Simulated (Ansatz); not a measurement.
# SiC (Moissanite 3C) (F-43m) in Ansatz: relaxation of cell and atoms with PBEsol

Aim: the relaxation of cell and atoms of SiC (Moissanite 3C) with PBEsol.

Everything below comes from runs of Ansatz 0.2.0. Logs are shortened: lines on timing, memory, paths and dates and some standing lists are left out, and cuts for length are marked.

### Step 1. Starting point

It takes space group F-43m (No. 216, cubic). Conventional cell: a = 4.358 Å, b = 4.358 Å, c = 4.358 Å, α = 90.00°, β = 90.00°, γ = 90.00°. Si (site symmetry -43m) has 4 C at 1.89 Å as nearest neighbours. Around C (site symmetry -43m) lie 4 Si at 1.89 Å.

### Step 2. Relaxation of cell and atoms, PBEsol

run.py reads:

```python
import json

import ase.io
import numpy as np
import spglib

import ansatz as az

atoms = ase.io.read("SiC.cif")
cell, frac, numbers = spglib.find_primitive((atoms.cell[:], atoms.get_scaled_positions(), atoms.numbers), symprec=1e-5)
atoms = ase.Atoms(numbers, cell=cell, scaled_positions=frac, pbc=True)

calculation = (
    az.Crystal.from_ase(atoms)
    .calculation()
    .basis(cutoff=250.0)
    .kpoints(10, 10, 10)
    .functional("pbesol")
    .pseudopotentials(kind="nc", accuracy="standard", xc_functional="pbesol")
    .occupations(method="cold", width=0.025)
    .relax(force_tolerance=0.01, max_steps=40, cell=True, stress_tolerance=0.05)
    .forces()
    .stress()
)
outcome = calculation.run(threads=2, events_out="events.jsonl")

report = outcome.report
for line in open("events.jsonl"):
    event = json.loads(line)
    if event["event"] == "scf_iter":
        d = event["data"]
        print(f"SCF {d['iter']:3d}  HF = {d['harris_foulkes_ev']:.6f} eV  dr2 = {d['dr2_ev']:.2e} eV")
    elif event["event"] in ("relax_step", "md_step"):
        d = event["data"]
        print(f"{event['event']} {d['step']:3d}  E = {d['lagrangian_ev']:.6f} eV")
np.set_printoptions(precision=5, suppress=True, linewidth=110)
print("converged:", report["converged"], "after", report["n_iterations"], "iterations")
print(f"free energy {report['free_energy_ev']:.6f} eV, Fermi level {report['fermi_energy_ev']:.4f} eV")
for key in ("band_edges_ev", "magnetization_mub", "site_moments_mub", "site_moments_nc_mub", "forces_ev_ang",
                "stress_gpa"):
    if report.get(key) is not None:
        print(key, np.array(report[key]), sep="\n")
```

SiC.cif reads:

```cif
data_SiC
_cell_length_a 4.35800000
_cell_length_b 4.35800000
_cell_length_c 4.35800000
_cell_angle_alpha 90.00000000
_cell_angle_beta 90.00000000
_cell_angle_gamma 90.00000000
_space_group_name_H-M_alt 'F-43m'
_space_group_name_Hall 'F -4 2 3'
_space_group_IT_number 216
loop_
_space_group_symop_operation_xyz
'x,y,z'
'y,-x,-z'
'-x,-y,z'
'-y,x,-z'
'x,-y,-z'
'y,x,z'
'-x,y,-z'
'-y,-x,z'
'z,x,y'
'-z,y,-x'
'z,-x,-y'
'-z,-y,x'
'-z,x,-y'
'z,y,x'
'-z,-x,y'
'z,-y,-x'
'y,z,x'
'-x,-z,y'
'-y,z,-x'
'x,-z,-y'
'-y,-z,x'
'x,z,y'
'y,-z,-x'
'-x,z,-y'
'x,y+1/2,z+1/2'
'y,-x+1/2,-z+1/2'
'-x,-y+1/2,z+1/2'
'-y,x+1/2,-z+1/2'
'x,-y+1/2,-z+1/2'
'y,x+1/2,z+1/2'
'-x,y+1/2,-z+1/2'
'-y,-x+1/2,z+1/2'
'z,x+1/2,y+1/2'
'-z,y+1/2,-x+1/2'
'z,-x+1/2,-y+1/2'
'-z,-y+1/2,x+1/2'
'-z,x+1/2,-y+1/2'
'z,y+1/2,x+1/2'
'-z,-x+1/2,y+1/2'
'z,-y+1/2,-x+1/2'
'y,z+1/2,x+1/2'
'-x,-z+1/2,y+1/2'
'-y,z+1/2,-x+1/2'
'x,-z+1/2,-y+1/2'
'-y,-z+1/2,x+1/2'
'x,z+1/2,y+1/2'
'y,-z+1/2,-x+1/2'
'-x,z+1/2,-y+1/2'
'x+1/2,y,z+1/2'
'y+1/2,-x,-z+1/2'
'-x+1/2,-y,z+1/2'
'-y+1/2,x,-z+1/2'
'x+1/2,-y,-z+1/2'
'y+1/2,x,z+1/2'
'-x+1/2,y,-z+1/2'
'-y+1/2,-x,z+1/2'
'z+1/2,x,y+1/2'
'-z+1/2,y,-x+1/2'
'z+1/2,-x,-y+1/2'
'-z+1/2,-y,x+1/2'
'-z+1/2,x,-y+1/2'
'z+1/2,y,x+1/2'
'-z+1/2,-x,y+1/2'
'z+1/2,-y,-x+1/2'
'y+1/2,z,x+1/2'
'-x+1/2,-z,y+1/2'
'-y+1/2,z,-x+1/2'
'x+1/2,-z,-y+1/2'
'-y+1/2,-z,x+1/2'
'x+1/2,z,y+1/2'
'y+1/2,-z,-x+1/2'
'-x+1/2,z,-y+1/2'
'x+1/2,y+1/2,z'
'y+1/2,-x+1/2,-z'
'-x+1/2,-y+1/2,z'
'-y+1/2,x+1/2,-z'
'x+1/2,-y+1/2,-z'
'y+1/2,x+1/2,z'
'-x+1/2,y+1/2,-z'
'-y+1/2,-x+1/2,z'
'z+1/2,x+1/2,y'
'-z+1/2,y+1/2,-x'
'z+1/2,-x+1/2,-y'
'-z+1/2,-y+1/2,x'
'-z+1/2,x+1/2,-y'
'z+1/2,y+1/2,x'
'-z+1/2,-x+1/2,y'
'z+1/2,-y+1/2,-x'
'y+1/2,z+1/2,x'
'-x+1/2,-z+1/2,y'
'-y+1/2,z+1/2,-x'
'x+1/2,-z+1/2,-y'
'-y+1/2,-z+1/2,x'
'x+1/2,z+1/2,y'
'y+1/2,-z+1/2,-x'
'-x+1/2,z+1/2,-y'
loop_
_atom_site_label
_atom_site_type_symbol
_atom_site_symmetry_multiplicity
_atom_site_Wyckoff_symbol
_atom_site_fract_x
_atom_site_fract_y
_atom_site_fract_z
_atom_site_occupancy
Si1 Si 4 a 0.0000000000 0.0000000000 0.0000000000 1
C1 C 4 c 0.2500000000 0.2500000000 0.2500000000 1
```

Potentials or basis: PseudoDojo PBEsol.

The run is started by

```console
$ python run.py
```

What it wrote:

```text
DeckWarning: basis.ecutwfc = 250 eV is below the records' recommended 1115.666836 eV, and the density's cutoff is lower with it unless basis.ecutrho_ratio is high enough to keep the records' density cutoff: compare with a run at a higher cutoff
PlacementWarning: RAYON_NUM_THREADS=2 ignored (pool sized by the plan → 2); use plan(threads=…)
SCF   1  HF = -274.353714 eV  dr2 = 1.70e+00 eV
SCF   2  HF = -273.879327 eV  dr2 = 1.71e-01 eV
SCF   3  HF = -273.835593 eV  dr2 = 2.18e-02 eV
SCF   4  HF = -273.829932 eV  dr2 = 6.76e-05 eV
SCF   5  HF = -273.830226 eV  dr2 = 4.26e-06 eV
SCF   6  HF = -273.830225 eV  dr2 = 9.53e-08 eV
relax_step   1  E = -273.830225 eV
SCF   1  HF = -273.721158 eV  dr2 = 7.32e-03 eV
SCF   2  HF = -273.718681 eV  dr2 = 1.51e-04 eV
SCF   3  HF = -273.718982 eV  dr2 = 1.94e-05 eV
SCF   4  HF = -273.718983 eV  dr2 = 3.61e-07 eV
SCF   5  HF = -273.718983 eV  dr2 = 1.38e-09 eV
relax_step   2  E = -273.718983 eV
SCF   1  HF = -273.616102 eV  dr2 = 4.96e-03 eV
SCF   2  HF = -273.614438 eV  dr2 = 1.11e-04 eV
SCF   3  HF = -273.614776 eV  dr2 = 1.40e-05 eV
SCF   4  HF = -273.614777 eV  dr2 = 2.58e-07 eV
SCF   5  HF = -273.614777 eV  dr2 = 1.08e-09 eV
relax_step   3  E = -273.614777 eV
SCF   1  HF = -273.608072 eV  dr2 = 1.56e-05 eV
SCF   2  HF = -273.608424 eV  dr2 = 3.24e-07 eV
SCF   3  HF = -273.608424 eV  dr2 = 4.29e-08 eV
relax_step   4  E = -273.608424 eV
SCF   1  HF = -273.851504 eV  dr2 = 2.38e-03 eV
SCF   2  HF = -273.850858 eV  dr2 = 1.06e-04 eV
SCF   3  HF = -273.850875 eV  dr2 = 2.09e-05 eV
SCF   4  HF = -273.850934 eV  dr2 = 3.99e-07 eV
SCF   5  HF = -273.850935 eV  dr2 = 2.83e-09 eV
SCF   6  HF = -273.850935 eV  dr2 = 5.16e-12 eV
relax_step   5  E = -273.850935 eV
SCF   1  HF = -273.805230 eV  dr2 = 8.42e-04 eV
SCF   2  HF = -273.804949 eV  dr2 = 2.04e-05 eV
SCF   3  HF = -273.804991 eV  dr2 = 2.51e-06 eV
SCF   4  HF = -273.804991 eV  dr2 = 5.75e-08 eV
relax_step   6  E = -273.804991 eV
SCF   1  HF = -273.799902 eV  dr2 = 9.14e-06 eV
SCF   2  HF = -273.799945 eV  dr2 = 2.52e-07 eV
SCF   3  HF = -273.799945 eV  dr2 = 3.96e-08 eV
relax_step   7  E = -273.799945 eV
SCF   1  HF = -273.843568 eV  dr2 = 7.66e-05 eV
SCF   2  HF = -273.843591 eV  dr2 = 3.89e-06 eV
SCF   3  HF = -273.843591 eV  dr2 = 7.34e-07 eV
SCF   4  HF = -273.843592 eV  dr2 = 8.48e-09 eV
SCF   5  HF = -273.843592 eV  dr2 = 8.15e-11 eV
SCF   6  HF = -273.843592 eV  dr2 = 5.49e-12 eV
relax_step   8  E = -273.843592 eV
SCF   1  HF = -273.851769 eV  dr2 = 2.73e-05 eV
SCF   2  HF = -273.851803 eV  dr2 = 8.00e-07 eV
SCF   3  HF = -273.851803 eV  dr2 = 8.22e-08 eV
relax_step   9  E = -273.851803 eV
SCF   1  HF = -273.849929 eV  dr2 = 1.44e-07 eV
SCF   2  HF = -273.849973 eV  dr2 = 3.53e-08 eV
SCF   3  HF = -273.849973 eV  dr2 = 2.12e-08 eV
SCF   4  HF = -273.849973 eV  dr2 = 3.88e-09 eV
SCF   5  HF = -273.849973 eV  dr2 = 2.89e-11 eV
SCF   6  HF = -273.849973 eV  dr2 = 3.34e-12 eV
relax_step  10  E = -273.849973 eV
SCF   1  HF = -273.847771 eV  dr2 = 1.48e-06 eV
SCF   2  HF = -273.847814 eV  dr2 = 2.71e-08 eV
SCF   3  HF = -273.847814 eV  dr2 = 3.49e-09 eV
relax_step  11  E = -273.847814 eV
SCF   1  HF = -273.847771 eV  dr2 = 2.19e-08 eV
SCF   2  HF = -273.847814 eV  dr2 = 2.39e-08 eV
SCF   3  HF = -273.847814 eV  dr2 = 4.79e-09 eV
SCF   4  HF = -273.847814 eV  dr2 = 1.17e-09 eV
SCF   5  HF = -273.847814 eV  dr2 = 2.15e-10 eV
SCF   6  HF = -273.847814 eV  dr2 = 1.44e-11 eV
relax_step  12  E = -273.847814 eV
converged: True after 6 iterations
free energy -273.847814 eV, Fermi level 9.8442 eV
magnetization_mub
0.0
forces_ev_ang
[[ 0. -0. -0.]
 [-0.  0.  0.]]
stress_gpa
[[-0.01493 -0.      -0.     ]
 [-0.      -0.01493  0.     ]
 [-0.       0.      -0.01493]]
```

Wall time 4.7 s (2 threads of Arm Neoverse V1, shared host); peak memory 0.36 GiB.

These settings aren't checked as converged (typed here: basis.ecutwfc = 250 eV): the numbers below hold their error.

Results:

* Free energy: -273.8478 eV
* Relaxed volume: 10.87 Å³/atom
* Relaxed cell: a = 3.133 Å, b = 3.133 Å, c = 3.133 Å, α = 60.00°, β = 60.00°, γ = 60.00°
* Space group after relaxing (to 0.05 Å): F-43m (No. 216)
* Energy gained by relaxing: 8.8 meV/atom
* Ionic steps: 12
* Pressure after relaxing: 0.0 GPa
* Band gap on the k mesh: 0.91 eV

Caveat: the pressure holds a Pulay correction of +44.3 GPa for the finite cutoff; the cutoff lies under the one recommended for these potentials.
